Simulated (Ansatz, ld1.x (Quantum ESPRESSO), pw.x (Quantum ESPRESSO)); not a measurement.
## Equation-of-state test of one ultrasoft potential (tin)

| Quantity | Value |
| --- | --- |
| Element | tin (Sn) |
| Generator | ld1.x (Quantum ESPRESSO) 7.5 |
| Type | ultrasoft |
| Functional | PBEsol |
| Relativity | scalar-relativistic |
| Frozen core | [Kr] 4d10 |
| Valence charge | 4 |
| Reference configuration | 5s2 5p2 |
| Partial waves | 5s (bound): rcut 1.50, rcutus 1.90 bohr; 5s channel at 1.25 Ry: rcut 1.50, rcutus 1.90 bohr; 5p (bound): rcut 2.55, rcutus 2.70 bohr; 5p channel at 1.3 Ry: rcut 2.55, rcutus 2.70 bohr; 5d channel at 0.5 Ry: rcut 2.00, rcutus 2.50 bohr |
| Local potential | all-electron potential smoothed inside 2.30 bohr (lloc = -1) |
| Core correction | Bessel-smoothed model core inside 1.40 bohr |
| Augmentation charge | PSQ, radius 1.10 bohr |

Atomic tests: cutoffs needed: 10 Ry and 15 Ry (the cutoffs (Ry, on a coarse ladder) from which the occupation-weighted sum of valence levels, in a spherical-Bessel basis at the reference potential, stays within 10 and 1 mRy of its value at 400 Ry); ghost test: no extra level below or beside the all-electron valence levels (s, p, d, f tested) (spherical-Bessel basis up to 400 Ry, 20 bohr box); configuration tests: test run stopped at test 1 of 7 (negative rho).

Crystal test: fcc Sn in pw.x 7.5, no spin, 12³ k-points, Fermi–Dirac smearing 0.01 Ry, cutoffs 40/580 Ry. The reference is all-electron LAPW (Ansatz 0.2.0) with the same functional, mesh and smearing; V0 and B0 come from Birch–Murnaghan fits to the pressures at five volumes. Errors are pseudo minus all-electron; Δ is the rms difference of the E(V) curves that follow from these fits, minima aligned, over ±6 % about the mean V0. Mesh and smearing are coarse, so the numbers serve the comparison and aren't converged zero-temperature values; the lattice is a test structure that the element need not adopt.

All-electron: a0 = 4.732 Å (V0 = 26.49 Å³/atom), B0 = 55.2 GPa.

**Question.** How far does the potential miss the all-electron equation of state?

**Answer.** mean pressure error (GPa): -0.47; a0 (Å): 4.719; a0 error (%): -0.28; B0 error (%): +2.2; Δ (meV/atom): 2.7. Atomic configuration tests: test run stopped at test 1 of 7 (negative rho).

| V (Å³/atom) | P all-electron (GPa) | P pseudo (GPa) |
| --- | --- | --- |
| 25.225 | 3.04 | 2.52 |
| 25.889 | 1.34 | 0.85 |
| 26.553 | -0.13 | -0.59 |
| 27.217 | -1.40 | -1.84 |
| 27.881 | -2.50 | -2.91 |

**Question.** At the middle volume, how do free energy and pressure move when the wave cutoff is lowered (ecutrho held at 580 Ry)?

**Answer.**

```
cutoff (Ry)  shift of F (meV/atom)  shift of P (GPa)
         24                   +2.2             -0.03
         32                   +1.2             -0.00
```

Input at the middle volume:

```
&control
  calculation='scf', prefix='x', pseudo_dir='./', outdir='./tmp', tstress=.true., disk_io='low'
/
&system
  ibrav=0, nat=1, ntyp=1, ecutwfc=40, ecutrho=580, nbnd=9,
  occupations='smearing', smearing='fd', degauss=0.01
/
&electrons
  conv_thr=1e-09, mixing_beta=0.4, electron_maxstep=70
/
ATOMIC_SPECIES
Sn 1.0 Sn.UPF
CELL_PARAMETERS angstrom
  0.00000000 2.36788824 2.36788824
  2.36788824 0.00000000 2.36788824
  2.36788824 2.36788824 0.00000000
ATOMIC_POSITIONS crystal
Sn 0.0000 0.0000 0.0000
K_POINTS automatic
12 12 12 0 0 0
```

```bash
pw.x < Sn.scf.in > Sn.scf.out
```

Lines of the output:

```
Message from routine setup:
     using ibrav=0 with symmetry is DISCOURAGED, use correct ibrav instead
     lattice parameter (alat)  =       6.3281  a.u.
     unit-cell volume          =     179.1885 (a.u.)^3
     number of electrons       =         4.00
     number of Kohn-Sham states=            9
     kinetic-energy cutoff     =      40.0000  Ry
     charge density cutoff     =     580.0000  Ry
     scf convergence threshold =      1.0E-09
     Exchange-correlation= PBESOL
     number of k points=    72  Fermi-Dirac smearing, width (Ry)=  0.0100
     iteration #  1     ecut=    40.00 Ry     beta= 0.40
     negative rho (up, down):  1.988E-01 0.000E+00
     total energy              =     -48.35888366 Ry
     estimated scf accuracy    <       0.64197541 Ry
     iteration #  2     ecut=    40.00 Ry     beta= 0.40
     negative rho (up, down):  2.723E-02 0.000E+00
     total energy              =     -48.58004721 Ry
     estimated scf accuracy    <       5.70430982 Ry
     iteration #  3     ecut=    40.00 Ry     beta= 0.40
     negative rho (up, down):  1.898E-02 0.000E+00
     total energy              =     -48.69709977 Ry
     estimated scf accuracy    <       1.56498693 Ry
     iteration #  4     ecut=    40.00 Ry     beta= 0.40
     negative rho (up, down):  2.080E-03 0.000E+00
     total energy              =     -48.59747293 Ry
     estimated scf accuracy    <       1.20302700 Ry
     iteration #  5     ecut=    40.00 Ry     beta= 0.40
     total energy              =     -48.67185042 Ry
     estimated scf accuracy    <       0.85553857 Ry
     iteration #  6     ecut=    40.00 Ry     beta= 0.40
     total energy              =     -48.68122152 Ry
     estimated scf accuracy    <       4.73539850 Ry
     iteration #  7     ecut=    40.00 Ry     beta= 0.40
     total energy              =     -48.68174354 Ry
     estimated scf accuracy    <       4.89909102 Ry
     iteration #  8     ecut=    40.00 Ry     beta= 0.40
     total energy              =     -48.66436597 Ry
     estimated scf accuracy    <       5.49120655 Ry
     [... 20 iterations left out ...]
     iteration # 29     ecut=    40.00 Ry     beta= 0.40
     total energy              =     -48.64941469 Ry
     estimated scf accuracy    <       0.00000012 Ry
     iteration # 30     ecut=    40.00 Ry     beta= 0.40
     total energy              =     -48.64941470 Ry
     estimated scf accuracy    <       0.00000006 Ry
     iteration # 31     ecut=    40.00 Ry     beta= 0.40
     total energy              =     -48.64941470 Ry
     estimated scf accuracy    <       0.00000013 Ry
     iteration # 32     ecut=    40.00 Ry     beta= 0.40
     total energy              =     -48.64941470 Ry
     estimated scf accuracy    <       0.00000004 Ry
     iteration # 33     ecut=    40.00 Ry     beta= 0.40
     total energy              =     -48.64941470 Ry
     estimated scf accuracy    <       0.00000004 Ry
     iteration # 34     ecut=    40.00 Ry     beta= 0.40
     total energy              =     -48.64941470 Ry
     estimated scf accuracy    <       0.00000001 Ry
     iteration # 35     ecut=    40.00 Ry     beta= 0.40
     total energy              =     -48.64941470 Ry
     estimated scf accuracy    <          1.5E-09 Ry
     iteration # 36     ecut=    40.00 Ry     beta= 0.40
     the Fermi energy is     6.5248 ev
!    total energy              =     -48.64941470 Ry
     estimated scf accuracy    <          2.5E-10 Ry
     smearing contrib. (-TS)   =      -0.00276099 Ry
     The total energy is F=E-TS. E is the sum of the following terms:
     one-electron contribution =       3.95383604 Ry
     hartree contribution      =       0.06056057 Ry
     xc contribution           =     -44.46402655 Ry
     ewald contribution        =      -8.19702377 Ry
     convergence has been achieved in  36 iterations
          total   stress  (Ry/bohr**3)                   (kbar)     P=       -5.95
```

The run at the middle volume (72 k-points, 36 iterations) took about 26 s on one core of a shared host (Neoverse-V1, 64 threads, 495 GiB, load 11).
